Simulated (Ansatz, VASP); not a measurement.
One calculation of Hf2B3, two programs

INCAR

```
PREC = Accurate
ENCUT = 520
EDIFF = 1E-7
ISMEAR = 0
SIGMA = 0.1
LREAL = F
LASPH = T
NELM = 100
ALGO = Normal
ISIF = 2
LWAVE = F
LCHARG = F
GGA = PE
NBANDS = 22
```

KPOINTS

```
regular mesh
0
Gamma
  4 4 4
```

Contents of POSCAR:

```
Hf2B3
1.0
    4.0225368800      0.0000000000      0.0000000000
    0.0000000000      4.0225368800      0.0000000000
    0.0000000000      0.0000000000      4.0225368800
Hf B
2 3
Direct
    0.0000000000      0.0000000000      0.0000000000
    0.5000000000      0.5000000000      0.5000000000
    0.0000000000      0.5000000000      0.5000000000
    0.5000000000      0.0000000000      0.5000000000
    0.5000000000      0.5000000000      0.0000000000
```

Input for Ansatz:

```yaml
crystal:
  lattice:
    - [4.02253688, 0.0, 0.0]
    - [0.0, 4.02253688, 0.0]
    - [0.0, 0.0, 4.02253688]
  atoms:
    - { symbol: Hf, position: [0.0, 0.0, 0.0] }
    - { symbol: Hf, position: [0.5, 0.5, 0.5] }
    - { symbol: B, position: [0.0, 0.5, 0.5] }
    - { symbol: B, position: [0.5, 0.0, 0.5] }
    - { symbol: B, position: [0.5, 0.5, 0.0] }
basis:
  ecutwfc: 420
kpoints:
  mp_grid: { grid: [4, 4, 4] }
hamiltonian:
  xc: pbe
scf:
  occupations: { method: gaussian, width: 0.1 }
  lower_state_search: "off"
output:
  forces: true
  stress: true
  eigenvalues: true
```

Alike in both runs: task single point; functional PBE; k mesh 4 × 4 × 4; occupations gaussian, width 0.1 eV; no spin polarisation.

|  | VASP | Ansatz |
| --- | --- | --- |
| version | VASP 6.6.1 | Ansatz 0.2.0 |
| potentials or method | VASP PAW PBE potentials, release 64 (Hf_pv, B) | scalar-relativistic, plane waves, PAW |
| plane-wave cutoff (eV) | 520 | 420 |
| valence electrons in the cell | 29 | 61 |

Ansatz gave:

* gap on the k mesh at the Fermi level (eV): none
* pressure (GPa): 16.0

Estimate VASP's values.

gap on the k mesh at the Fermi level (eV): none; pressure (GPa): 17.6.

A gap of «none» marks a metal or a gap that the smearing closes. The two sets of potentials don't hold the same shells in valence.

Caveats: the k mesh is coarse (spacing up to 0.39 Å⁻¹), so the values aren't converged; so large a pressure means that the cell lies far from this level's equilibrium, or that cutoff or potentials fall short (VASP). The runs have no spin-orbit coupling, so splittings on Hf are missing.
